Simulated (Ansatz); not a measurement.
Crystal: BaTiO3.

```xyz
5
Lattice="3.9998 0.0000 0.0000 0.0000 3.9998 0.0000 0.0000 0.0000 4.0180" Properties=species:S:1:pos:R:3 pbc="T T T"
Ba    0.0000    0.0000    0.0000
Ti    1.9999    1.9999    1.9688
O     0.0000    1.9999    2.0773
O     1.9999    0.0000    2.0773
O     1.9999    1.9999    0.0763
```

| Property | Result |
| --- | --- |
| Program | Ansatz 0.2.0 |
| Task | single point |
| Functional | PBE |
| Potentials or basis | all-electron LAPW, scalar-relativistic |
| Cutoff | 432 eV (chosen from the basis error) |
| Basis error allowed | 0.001 eV/atom |
| k mesh | 7 × 7 × 7 |
| Occupations | fermi-dirac, width 0.05 eV |
| Spin | no spin polarisation |

On this cell: pressure 2.4 GPa; largest force 0.311 eV/Å; band gap on the k mesh 1.92 eV, indirect (least direct gap 2.08 eV).

The same run follows on a disturbed copy (atoms moved at random, drawn with an rms of 0.05 Å):

```xyz
5
Lattice="3.9998 0.0000 0.0000 0.0000 3.9998 0.0000 0.0000 0.0000 4.0180" Properties=species:S:1:pos:R:3 pbc="T T T"
Ba   -0.0396    0.0615   -0.0156
Ti    1.9874    2.0013    1.9824
O    -0.0148    2.0017    2.0594
O     2.0536    0.0018    2.0959
O     2.0258    1.9721    0.0990
```

**Question.** What changes?

**Answer.** The energy moves by +7.9 meV/atom; pressure 2.9 GPa; largest force 0.512 eV/Å; band gap on the k mesh 1.94 eV, indirect (least direct gap 2.09 eV).

Forces in eV/Å, atoms in the order of the input:
```
Ba   0.249 -0.388  0.221
Ti  -0.008  0.173 -0.288
O    0.450  0.058  0.081
O   -0.414 -0.051 -0.105
O   -0.277  0.207  0.091
```

Stress tensor (GPa, compression positive):
```
 2.73 -0.19  0.43
-0.19  2.34 -0.18
 0.43 -0.18  3.71
```

Caveats: spin-orbit coupling is left out, which moves the levels of the heavy elements; an odd mesh through Γ misses points on the zone boundary, where band edges often lie.
